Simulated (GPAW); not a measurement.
KMgF3:

```
K Mg F
1.0
     3.98590    0.00000    0.00000
     0.00000    3.98590    0.00000
     0.00000    0.00000    3.98590
K Mg F
1 1 3
Direct
  0.50000 0.50000 0.50000
  0.00000 0.00000 0.00000
  0.00000 0.00000 0.50000
  0.00000 0.50000 0.00000
  0.50000 0.00000 0.00000
```

Program: GPAW 26.7.0. Alike in all runs: level LDA; potentials or basis the program's PAW data sets (release 1.2.1) made for this functional, pw; no spin polarisation; cell as given. Hardware: 1 thread of Arm Neoverse V2, with other jobs on the host.

**Question.** Order these runs on this cell by their wall time, lowest first.
A. task dielectric tensor; k mesh 6 × 6 × 6; cutoff (eV) 600; smearing fermi-dirac 0.001 eV; maxiter 150; response ecut 80 eV
B. task band structure; k mesh 7 × 7 × 7; cutoff (eV) 800; smearing fermi-dirac 0.05 eV; maxiter 150; band path GXMGRX,MR; band points 80
C. task single point; k mesh 6 × 6 × 6; cutoff (eV) 600; smearing fermi-dirac 0.05 eV; maxiter 120; convergence default

**Answer.** C (20 s), B (140 s), A (770 s).

Caveats: the long-wavelength limit can be off by a per cent or two (some runs).

Runs at the PBE level aren't shown here.
